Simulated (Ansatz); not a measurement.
**Hg: how the settings move a single-point run**

Aim: see which settings change the result for Hg, by how much, and at what cost.

Method: reference: DFT, PBE, plane waves, PAW, in Ansatz 0.2.0.

2 further runs of the same task are left out: 1 for a known fault of the program, 1 that didn't finish.

### Step 1. The structure to begin with

It takes space group P6_3/mmc (No. 194, hexagonal). The conventional cell has a = 3.235 Å, b = 3.235 Å, c = 5.538 Å, α = 90.00°, β = 90.00°, γ = 120.00°. Hg (site symmetry -6m2) is surrounded by 12 Hg at 3.24 to 3.34 Å.

As a file:

```
CELL_PARAMETERS angstrom
3.23537 0.00000 0.00000
-1.61769 2.80192 0.00000
0.00000 0.00000 5.53825
ATOMIC_POSITIONS crystal
Hg 0.66667 0.33333 0.75000
Hg 0.33333 0.66667 0.25000
```

### Step 2. Reference

Contents of input.yaml:

```yaml
crystal:
  lattice:
    - [3.2353744056, 0.0, 0.0]
    - [-1.6176872028, 2.801916426, 0.0]
    - [0.0, 0.0, 5.5382539435]
  atoms:
    - { symbol: Hg, position: [0.6666666667, 0.3333333333, 0.75] }
    - { symbol: Hg, position: [0.3333333333, 0.6666666667, 0.25] }
kpoints:
  mp_grid: { grid: [6, 6, 4] }
hamiltonian:
  xc: pbe
scf:
  occupations: { method: fermi_dirac, width: 0.02 }
  n_extra_bands: 4
output:
  forces: true
  stress: true
  eigenvalues: true
```

The run is started by

```bash
$ ansatz run input.yaml --threads 4 --pin off --max-ram 4608MiB --backend cpu --events-out ev --progress --plain --runs-dir out
```

### Step 3. Variant: ecutwfc 350

input.yaml: that of step 2 with these lines changed.

```diff
@@ -19 +19,3 @@
   eigenvalues: true
+basis:
+  ecutwfc: 350
```

### Step 4. Changed: xc r2scan

input.yaml: that of step 2 with these lines changed.

```diff
@@ -11,3 +11,3 @@
 hamiltonian:
-  xc: pbe
+  xc: r2scan
 scf:
```

### Step 5. Variant: occupations.width 0.2

input.yaml: that of step 2 with these lines changed.

```diff
@@ -13,3 +13,3 @@
 scf:
-  occupations: { method: fermi_dirac, width: 0.02 }
+  occupations: { method: fermi_dirac, width: 0.2 }
   n_extra_bands: 4
```

### Step 6. Changed: ecutwfc 200

input.yaml: that of step 2 with these lines changed.

```diff
@@ -19 +19,3 @@
   eigenvalues: true
+basis:
+  ecutwfc: 200
```

### Step 7. Changing settings: mp_grid.shift [0, 0, 0.5]

input.yaml: that of step 2 with these lines changed.

```diff
@@ -9,3 +9,3 @@
 kpoints:
-  mp_grid: { grid: [6, 6, 4] }
+  mp_grid: { grid: [6, 6, 4], shift: [0, 0, 0.5] }
 hamiltonian:
```

### Step 8. Changed: preconditioner none

input.yaml: that of step 2 with these lines changed.

```diff
@@ -15,2 +15,3 @@
   n_extra_bands: 4
+  mixing: { preconditioner: none }
 output:
```

Before running it: what results should come out? Wanted: for each run, ending; energy change; pressure; gap; force.

The runs gave:

| run | ending | energy change | pressure (GPa) | gap (eV) | force (eV/Å) | cycles | time |
| --- | --- | --- | --- | --- | --- | --- | --- |
| reference | converged | 0 | 2.0 | 0.00 | 0.00 | 6 | 0.83 s |
| 1: ecutwfc 350 | converged | +4.1 meV/atom | 2.1 | 0.00 | 0.00 | 6 | 0.75 s |
| 2: xc r2scan | converged | not comparable | 1.4 | 0.00 | 0.00 | 6 | 2 s |
| 3: occupations.width 0.2 | converged | -6.4 meV/atom (σ→0) | 2.4 | 0.00 | 0.00 | 6 | 0.84 s |
| 4: ecutwfc 200 | converged | +10.02 eV/atom | 2.2 | 0.00 | 0.00 | 8 | 0.58 s |
| 5: mp_grid.shift [0, 0, 0.5] | converged | -4.9 meV/atom | 2.9 | 0.00 | 0.00 | 6 | 0.69 s |
| 6: preconditioner none | converged | 0.0 meV/atom | 2.0 | 0.00 | 0.00 | 6 | 0.82 s |

Residual by cycle in the longest SCF loop of each run; runs are numbered as in the table. The quantity is the density residual dr2, in eV.

| cycle | reference | run 1 | run 2 | run 3 | run 4 | run 5 | run 6 |
| --- | --- | --- | --- | --- | --- | --- | --- |
| 1 | 2.0e-4 | 2.3e-4 | 0.0451 | 2.3e-4 | 4.08 | 0.00117 | 2.0e-4 |
| 2 | 8.7e-5 | 9.5e-5 | 0.00889 | 1.1e-4 | 0.463 | 5.3e-4 | 3.7e-5 |
| 3 | 7.2e-6 | 7.1e-6 | 5.3e-4 | 8.7e-6 | 0.0403 | 2.6e-5 | 5.1e-6 |
| 4 | 1.3e-6 | 1.2e-6 | 1.7e-5 | 1.7e-6 | 7.2e-4 | 5.0e-6 | 1.3e-7 |
| 5 | 5.5e-8 | 3.7e-8 | 1.2e-6 | 7.7e-8 | 5.6e-5 | 2.5e-7 | 8.8e-9 |
| 6 | 1.2e-9 | 7.6e-10 | 2.9e-8 | 2.0e-9 | 6.2e-6 | 6.4e-9 | 1.3e-10 |
| 7 | - | - | - | - | 1.7e-7 | - | - |
| 8 | - | - | - | - | 1.6e-8 | - | - |

**Reading.** Runs 1 and 4 ran under the cutoff that the potentials recommend, as the log warns, so basis error is mixed into their values, and swamps them where the cutoff is far short. Of the variants the dearest is «xc r2scan» (2 s), the cheapest «ecutwfc 200» (0.58 s), on a shared host.
